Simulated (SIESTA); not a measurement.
Mo:

```
Mo
1.0
    -1.58381    1.58381    1.58381
     1.58381   -1.58381    1.58381
     1.58381    1.58381   -1.58381
Mo
1
Direct
  0.00000 0.00000 0.00000
```

Base run:

| Quantity | Value |
| --- | --- |
| Program | SIESTA 5.4.2 |
| Functional | PBEsol |
| Potentials or basis | PseudoDojo 0.4 standard (PBEsol files) |
| Basis | DZP (energy shift 0.003 Ry; two zetas on semicore shells) |
| Grid cutoff | 800 Ry |
| Energy shift | 0.003 Ry |
| k mesh | 12 × 12 × 12 |
| Occupations | fermi-dirac, width 0.05 eV |
| Spin | no spin polarisation |

Its results: band gap on the k mesh none (metal or under the smearing width); pressure -6.6 GPa.

**Question.** The run is repeated on the same cell with these changes: functional from PBEsol to LDA; potentials or basis from PseudoDojo 0.4 standard (PBEsol files) to PseudoDojo 0.4 standard (LDA files). What comes out?

**Answer.** Band gap on the k mesh none (metal or under the smearing width); pressure -11.1 GPa.

Caveats: the basis of atomic orbitals isn't converged, which shifts pressures, moduli and gaps.
